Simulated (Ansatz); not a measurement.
# Mo(110) film, 3 layers, cover S: surface scattering, part 2 of 2

How does Mo(110) film, 3 layers, cover S scatter electrons that run along the film?

Ansatz 0.2.0; Ansatz plane-wave DFT, PBE, PAW files; relaxation of the atoms about the surface defect; PAW set soft_1 (the session's first sound run).

So far. Step 2 (Relaxing about the defect): The largest force component on a free atom ends at 0.0045 eV/Å, under the tolerance of 0.03, after 8 steps.

### Step 3. Transmission along the film

The film far from the defect is the lead. The first vector holds vacuum and takes one k-point. Energies from -0.05 to 0.05 eV in steps of 0.05 eV are too few for the program's thermal sum, so it prints no conductance; for a metal the transmission near the Fermi level serves, at a fraction of the cost.

This step: Ansatz plane-wave DFT, PBE, PAW files; ballistic transport by layer matching (Landauer), zero bias; PAW set soft_1 (Ansatz 0.2.0).

input.yaml reads:

```yaml
crystal:
  lattice:
    - [17.6757951212, 0.0, 0.0]
    - [0.0, 3.147, 0.0]
    - [0.0, 0.0, 35.6042406463]
  atoms:
    - { symbol: Mo, position: [0.2545854356, 0.0, 0.0] }
    - { symbol: Mo, position: [0.2545854356, 0.5, 0.0625] }
    - { symbol: Mo, position: [0.3804787844, 0.5, 0.0] }
    - { symbol: Mo, position: [0.3804787844, 0.0, 0.0625] }
    - { symbol: Mo, position: [0.5063721332, 0.0, 0.0] }
    - { symbol: Mo, position: [0.5063721332, 0.5, 0.0625] }
    - { symbol: Mo, position: [0.2545854356, 0.0, 0.125] }
    - { symbol: Mo, position: [0.2545854356, 0.5, 0.1875] }
    - { symbol: Mo, position: [0.3804787844, 0.5, 0.125] }
    - { symbol: Mo, position: [0.3804787844, 0.0, 0.1875] }
    - { symbol: Mo, position: [0.5063721332, 0.0, 0.125] }
    - { symbol: Mo, position: [0.5063721332, 0.5, 0.1875] }
    - { symbol: Mo, position: [0.2545854356, 0.0, 0.25] }
    - { symbol: Mo, position: [0.2545854356, 0.5, 0.3125] }
    - { symbol: Mo, position: [0.3804787844, 0.5, 0.25] }
    - { symbol: Mo, position: [0.3804787844, 0.0, 0.3125] }
    - { symbol: Mo, position: [0.5063721332, 0.0, 0.25] }
    - { symbol: Mo, position: [0.5063721332, 0.5, 0.3125] }
    - { symbol: Mo, position: [0.2545854356, 0.0, 0.375] }
    - { symbol: Mo, position: [0.2545854356, 0.5, 0.4375] }
    - { symbol: Mo, position: [0.3812597686, 0.5, 0.3758528074] }
    - { symbol: Mo, position: [0.3786293337, 0.0, 0.4376228291] }
    - { symbol: Mo, position: [0.5040451915, 0.0, 0.3712845758] }
    - { symbol: Mo, position: [0.5154861649, 0.5, 0.4381909426] }
    - { symbol: Mo, position: [0.2545854356, 0.0, 0.5] }
    - { symbol: Mo, position: [0.2545854356, 0.5, 0.5625] }
    - { symbol: Mo, position: [0.3719954603, 0.5, 0.5] }
    - { symbol: Mo, position: [0.3786293337, 0.0, 0.5623771709] }
    - { symbol: Mo, position: [0.4959961572, 0.0, 0.5] }
    - { symbol: Mo, position: [0.5154861649, 0.5, 0.5618090574] }
    - { symbol: Mo, position: [0.2545854356, 0.0, 0.625] }
    - { symbol: Mo, position: [0.2545854356, 0.5, 0.6875] }
    - { symbol: Mo, position: [0.3812597686, 0.5, 0.6241471926] }
    - { symbol: Mo, position: [0.3804787844, 0.0, 0.6875] }
    - { symbol: Mo, position: [0.5040451915, 0.0, 0.6287154242] }
    - { symbol: Mo, position: [0.5063721332, 0.5, 0.6875] }
    - { symbol: Mo, position: [0.2545854356, 0.0, 0.75] }
    - { symbol: Mo, position: [0.2545854356, 0.5, 0.8125] }
    - { symbol: Mo, position: [0.3804787844, 0.5, 0.75] }
    - { symbol: Mo, position: [0.3804787844, 0.0, 0.8125] }
    - { symbol: Mo, position: [0.5063721332, 0.0, 0.75] }
    - { symbol: Mo, position: [0.5063721332, 0.5, 0.8125] }
    - { symbol: Mo, position: [0.2545854356, 0.0, 0.875] }
    - { symbol: Mo, position: [0.2545854356, 0.5, 0.9375] }
    - { symbol: Mo, position: [0.3804787844, 0.5, 0.875] }
    - { symbol: Mo, position: [0.3804787844, 0.0, 0.9375] }
    - { symbol: Mo, position: [0.5063721332, 0.0, 0.875] }
    - { symbol: Mo, position: [0.5063721332, 0.5, 0.9375] }
    - { symbol: S, position: [0.6070299165, 0.0, 0.4131560986] }
    - { symbol: S, position: [0.5970943701, 0.5, 0.5] }
    - { symbol: S, position: [0.6070299165, 0.0, 0.5868439014] }
kpoints:
  mp_grid: { grid: [1, 10, 1] }
hamiltonian:
  xc: pbe
  pseudopotentials: { kind: paw, azcp: { folder: soft_1 } }
scf:
  occupations: { method: fermi_dirac, width: 0.1 }
output:
  transmission: { leads: [[0, 6]], kmesh: [1, 20], e_range: [-0.05, 0.05], de: 0.05 }
  write_potential: true
  write_density: true
  volumetric_format: npy
  elf: true
```

Launch:

```
$ ansatz run input.yaml --threads 8 --pin off --max-ram 15360MiB --backend cpu --events-out ev --progress --plain --runs-dir out
```

Numbers of over 12 decimals in the logs are rounded to 6 here.

The log of the run:

```text
[...]
Crystal: 51 atoms, lattice volume = 1980.512 Å³
Basis set: ecut = 420 eV, 38791 PW (Γ)
Bands: 414, of which v1, the nominal top of the filled ones, is band 345 counted from 1 (344 counted from 0)
Symmetry: 4 space group operations
[...]
k-points: 6 of 10
[...]
SCF iter   1: F=—  HF=-240601.880827 eV  |F-HF|=—  |Δ(HF+E_count)|=         —  Δρ=6.48e-2  dr2=1.80e2  ethr=3.10e-3  ⟨swp⟩=9.3  Hψ=11674  notcnv=0
[...]
SCF iter  12: F=-240564.795265 eV  HF=-240564.795265 eV  |F-HF|=5.24e-10  |Δ(HF+E_count)|=   6.52e-9  Δρ=6.22e-7  dr2=1.22e-8  ethr=1.45e-11  ⟨swp⟩=9.3  Hψ=6627  notcnv=0
SCF 1 converged in 12 iterations: F = -240564.795265 eV  dr2 = 1.22e-8
[...]
transmission: 70 of 693 steps passed
transmission: 142 of 693 steps passed
[...]
transmission: 693 of 693 steps passed
WARN: The output density's exchange-correlation potential varies sharply where the density is thin. Do not read a vacuum level from v_tot or v_xc, or from such a field of the output density. On a cell that repeats whose density bears no net charge and no dipole along the vacuum's axis use v_es (v_loc + v_h of the components); under efield.dipole_correction with no amplitude use v_es + v_field, which holds any externa [...]
SCF converged after 12 iterations
Free energy (F): -240564.795265 eV
[...]
Internal energy: -240563.147054 eV  (E = F + TS)
E sigma→0 (E₀):  -240563.971160 eV
Entropy (-TS):   -1.648210 eV (-32.318 meV/atom)
Fermi energy:    5.436829 eV
[...]
--- Band table (eV; the first three rows and the last of 6) ---
  k-point 0: bands = [... 341 lower, 5.2699, 5.2722, 5.3153, 5.3337, 5.3498, 5.4017, 5.4111, 5.4197, ... 65 higher]
  k-point 1: bands = [... 341 lower, 5.2272, 5.2670, 5.2962, 5.3300, 5.3674, 5.3731, 5.3963, 5.4131, ... 65 higher]
  k-point 2: bands = [... 341 lower, 5.2908, 5.4135, 5.4209, 5.4840, 5.5321, 5.5655, 5.6149, 5.6821, ... 65 higher]
  k-point 5: bands = [... 341 lower, 5.6185, 5.6647, 5.7098, 5.7210, 5.9602, 5.9638, 6.0634, 6.0716, ... 65 higher]
--- Transmission ---
  basis      : 497 plane waves across, 63 finite elements along
  points     : 11, standing for a mesh of 1 x 20
  energies   : 3 from -0.050000 to 0.050000 eV about the Fermi level, 0.050000 eV apart; the leads are filled to 0.000000 eV, and channels, transmission and decay are at 0.000000 eV
  crystal 0  : Mo6, at the sites [0, 6], period 4.4505 Å, over 24.48 Å; its Hamiltonian steps by up to 5.2 meV
    offset         : up to 0.0000 Å between an atom of the period and one for which it stands
    channels       : 4.350000e0 a spin
    conductance    : none, the energies end too early or step too widely for 300 K: set another output.transmission.e_range or a lower de, or, where they end at an eighth of basis.ecutwfc, a higher one
  junction   : crystal 0 to crystal 0, 0.41 to 31.57 Å
    transmission   : 2.213449e0 a spin
[...]
```

Wall time 11 min (8 threads of Intel Xeon at 2.70GHz, shared host); peak memory 12 GiB; 77 min of CPU time.

This step gave:

| Property | Result |
| --- | --- |
| free energy | -240564.7953 eV |
| energy at zero smearing | -240563.9712 eV |
| Fermi energy | 5.437 eV |
| cell area | 55.63 Å² |
| transmission per spin nearest the Fermi level | 2.213 |
| open channels per spin nearest the Fermi level | 4.35 |
| step of the lead's potential | 5.2 meV |

Per spin. The transmission, zone mean by energy, zero at the Fermi level:

| energy (eV) | transmission, zone mean |
| --- | --- |
| -0.0500 | 2.23 |
| 0.0000 | 2.21 |
| 0.0500 | 2.25 |

Per spin. The open channels, zone mean, lead stays at 4.35 for energy from -0.05 to 0.05 eV.

Valence density in the ca plane at fractional y = 0.000, with atoms of Mo and S within 0.2 Å of it. It is the smooth field of the valence electrons, not physical close to the nuclei.

Ten steps, logarithmic in the rise over the least value, from '0' (0.0 e/Å³) to '9' (6.5 e/Å³), each cell a mean:
```
00000000000000000000000000000000000000000000
00000000000000000000000000000000000000000000
00000000000000000000000000000000000000000000
00000000000000000000000000000000000000000000
00000000000000000000000000000000000000000000
00000000000000000000000000000000000000000000
00000000000000000000000000000000000000000000
00000000000000000000012232110000000000112322
00000000000000000000135555431001111001345555
11111111111111111111246545532112222112355456
22222346654222222345665555432234554322345555
33333479997433333579996433333358998533333346
33333468885333333468985333333358998533333335
46654333433346664334443335664334554334665333
89996433333479997433333468998533333358998643
68875333333368886433333357987433333347897533
34433346654333433345664333443335665333443334
33333479997433333469997533333368998633333357
32223468985332223358886433223347887433223346
11111122322111111122322111111112332111111112
00000000000000000000000000000000000000000000
00000000000000000000000000000000000000000000
00000000000000000000000000000000000000000000
00000000000000000000000000000000000000000000
```
Columns run along c (16.0 Å, from fractional 0.17 to 0.62 of the cell), rows up along a (17.7 Å). Atoms in or near the plane, at fractional coordinates: Mo at (0.19, 0.38), Mo at (0.25, 0.25), Mo at (0.31, 0.38), Mo at (0.25, 0.51), Mo at (0.38, 0.25), Mo at (0.44, 0.38), Mo at (0.37, 0.50), Mo at (0.50, 0.25), Mo at (0.56, 0.38), Mo at (0.50, 0.50), S at (0.41, 0.61), S at (0.59, 0.61).

Electrostatic potential energy in the ca plane at fractional y = 0.000, with atoms of Mo and S within 0.2 Å of it. With pseudopotentials it is smooth inside the atoms' cores, unlike the true potential.

Ten even steps from '0' (-57 eV) to '9' (10 eV), each cell a mean:
```
99999999999999999999999999999999999999999999
99999999999999999999999999999999999999999999
99999999999999999999999999999999999999999999
99999999999999999999999999999999999999999999
99999999999999999999999999999999999999999999
99999999999999999999999999999999999999999999
99999999999999999999999999999999999999999999
99999999999999999999999999999999999999999999
99999999999864468999999999998644689999999999
99999999999733337999999999998433379999999999
89999998756776689999877789999876776568999999
68999985100268999998410048999998720005899999
79999987311479999998510148999999842136899999
98755789888999865689887889865679998889875578
86100158999997300048999998400027999998610016
97421379999998521268999998621248999999742247
89988898765689988899865689988899875678998899
68999997200058999998400037999998500026999999
79999998421368999998621258999999731247999999
99999999988899999999988899999999988899999999
99999999999999999999999999999999999999999999
99999999999999999999999999999999999999999999
99999999999999999999999999999999999999999999
99999999999999999999999999999999999999999999
```
Columns run along c (16.0 Å, from fractional 0.28 to 0.72 of the cell; values clipped at the 3rd and 97th percentile), rows up along a (17.7 Å). Atoms in or near the plane, at fractional coordinates: Mo at (0.31, 0.38), Mo at (0.38, 0.25), Mo at (0.44, 0.38), Mo at (0.37, 0.50), Mo at (0.50, 0.25), Mo at (0.56, 0.38), Mo at (0.50, 0.50), Mo at (0.62, 0.25), Mo at (0.69, 0.38), Mo at (0.63, 0.50), S at (0.41, 0.61), S at (0.59, 0.61).

ELF in the ca plane at fractional y = 0.000, with atoms of Mo and S within 0.2 Å of it. It is the smooth field of the valence electrons, not physical close to the nuclei.

Values, 13 rows by 16 columns, each cell a mean:
```
0.00 0.00 0.00 0.00 0.00 0.00 0.00 0.00 0.00 0.00 0.00 0.00 0.00 0.00 0.00 0.00
0.00 0.00 0.00 0.00 0.00 0.00 0.00 0.00 0.00 0.00 0.00 0.00 0.00 0.00 0.00 0.00
0.00 0.00 0.00 0.00 0.00 0.00 0.00 0.00 0.01 0.01 0.00 0.00 0.00 0.00 0.01 0.01
0.01 0.01 0.00 0.00 0.01 0.00 0.00 0.10 0.35 0.29 0.02 0.00 0.00 0.02 0.29 0.35
0.15 0.14 0.05 0.04 0.13 0.12 0.06 0.49 0.77 0.78 0.16 0.04 0.04 0.16 0.78 0.77
0.47 0.44 0.21 0.22 0.41 0.48 0.24 0.44 0.53 0.56 0.24 0.18 0.18 0.24 0.56 0.53
0.41 0.37 0.49 0.52 0.35 0.43 0.39 0.61 0.29 0.37 0.39 0.54 0.54 0.39 0.37 0.29
0.45 0.36 0.36 0.37 0.34 0.46 0.30 0.37 0.32 0.44 0.36 0.38 0.38 0.36 0.44 0.32
0.44 0.35 0.36 0.37 0.33 0.46 0.30 0.38 0.31 0.46 0.35 0.37 0.37 0.35 0.46 0.31
0.41 0.38 0.50 0.53 0.36 0.41 0.35 0.61 0.36 0.41 0.37 0.51 0.51 0.37 0.41 0.36
0.47 0.44 0.20 0.20 0.40 0.45 0.27 0.24 0.25 0.46 0.43 0.20 0.20 0.43 0.46 0.25
0.14 0.13 0.05 0.04 0.11 0.12 0.08 0.03 0.08 0.13 0.13 0.05 0.05 0.13 0.13 0.08
0.01 0.01 0.00 0.00 0.00 0.01 0.00 0.00 0.00 0.01 0.01 0.00 0.00 0.01 0.01 0.00
```
Columns run along c (16.0 Å, from fractional 0.17 to 0.62 of the cell), rows up along a (17.7 Å). Atoms in or near the plane, at fractional coordinates: Mo at (0.19, 0.38), Mo at (0.25, 0.25), Mo at (0.31, 0.38), Mo at (0.25, 0.51), Mo at (0.38, 0.25), Mo at (0.44, 0.38), Mo at (0.37, 0.50), Mo at (0.50, 0.25), Mo at (0.56, 0.38), Mo at (0.50, 0.50), S at (0.41, 0.61), S at (0.59, 0.61).

Over the solved energies the transmission per spin lies between 2.21 and 2.25, out of 4.35 channels of the lead on average (up to 4.35).

### Step 4. Share that passes

This step: Ansatz plane-wave DFT, PBE, PAW files; ballistic transport by layer matching (Landauer), zero bias; share of the film's channels that pass the defect (the area holds the vacuum); PAW set soft_1 (Ansatz 0.2.0).

This step gave:

- T over the leads' mean channel count: 0.5125

Averaged over the energies near the Fermi level, 51.3 % of the channels pass.

### Step 5. What came out

```json
{"share of the film's channels that pass": "0.513"}
```

51 % of the film's channels pass the defect. The film is 3 layers thick, so the defect disturbs a good part of its section. It runs straight across the current without end, so the wavevector along it is kept. Only atoms near the defect are relaxed, while the rest of the face keeps bulk spacings, so part of the reflection may come from that relaxed patch.

[Logs are printed without paths, hosts, clocks, repeated set-up lines and the standing remarks that a program may print on its own settings, such as how far it seeks lower states.]

[Hosts, paths, dates, database ids (printed as entryN), source tags and the programs' standing remarks are cut or masked in the printed files.]
